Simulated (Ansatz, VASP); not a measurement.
## Two plane-wave programs on InP (e600)

```xyz
2
Lattice="0.0000 2.9794 2.9794 2.9794 0.0000 2.9794 2.9794 2.9794 0.0000" Properties=species:S:1:pos:R:3 pbc="T T T"
In    0.0000    0.0000    0.0000
P     1.4897    1.4897    1.4897
```

Alike in both runs: functional PBE; k mesh 8 × 8 × 8; occupations gaussian, width 0.02 eV; no spin polarisation.

Ansatz relaxed the structure, and its values are those at the end. VASP's run is a single point on that final structure, the one shown.

|  | VASP | Ansatz |
| --- | --- | --- |
| version | VASP 6.6.1 | Ansatz 0.2.0 |
| potentials or method | VASP PAW PBE potentials, release 64 (In_d, P) | scalar-relativistic, plane waves, PAW |
| plane-wave cutoff (eV) | 520 | 600 |
| valence electrons in the cell | 18 | 18 |

```tsv
	VASP	Ansatz	Ansatz less VASP
gap on the k mesh at the Fermi level (eV)	0.44	0.44	+0.003
least direct gap on the mesh (eV)	0.44	0.44	+0.003
pressure (GPa)	0.0	0.0	+0.04
```

Caveats: spin-orbit coupling is left out, which moves the levels of the heavy elements. A hybrid or GW would open this gap; PBE tends to underestimate it.
